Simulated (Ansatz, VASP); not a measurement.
## Mo3P2: VASP beside Ansatz

```
CELL_PARAMETERS angstrom
3.21557 1.85651 4.27877
-3.21557 1.85651 4.27877
0.00000 -3.71303 4.27877
ATOMIC_POSITIONS crystal
Mo 0.01993 0.48007 0.75000
Mo 0.75000 0.01993 0.48007
Mo 0.48007 0.75000 0.01993
Mo 0.98007 0.51993 0.25000
Mo 0.25000 0.98007 0.51993
Mo 0.51993 0.25000 0.98007
P 0.88959 0.88959 0.88959
P 0.61041 0.61041 0.61041
P 0.11041 0.11041 0.11041
P 0.38959 0.38959 0.38959
```

Alike in both runs: functional PBE; k mesh 6 × 6 × 6; occupations gaussian, width 0.1 eV; no spin polarisation.

Ansatz relaxed the structure, and its values are those at the end. VASP's run is a single point on that final structure, the one shown.

|  | VASP | Ansatz |
| --- | --- | --- |
| version | VASP 6.6.1 | Ansatz 0.2.0 |
| potentials or method | VASP PAW PBE potentials, release 64 (Mo_sv, P) | scalar-relativistic, plane waves, PAW |
| plane-wave cutoff (eV) | 520 | 420 |
| valence electrons in the cell | 104 | 104 |

```tsv
	VASP	Ansatz	Ansatz less VASP
gap on the k mesh at the Fermi level (eV)	none	none	-
pressure (GPa)	0.2	0.1	-0.14
```

A gap of «none» marks a metal or a gap that the smearing closes. With one functional, cell and mesh, what is left measures potentials, basis and numerics.
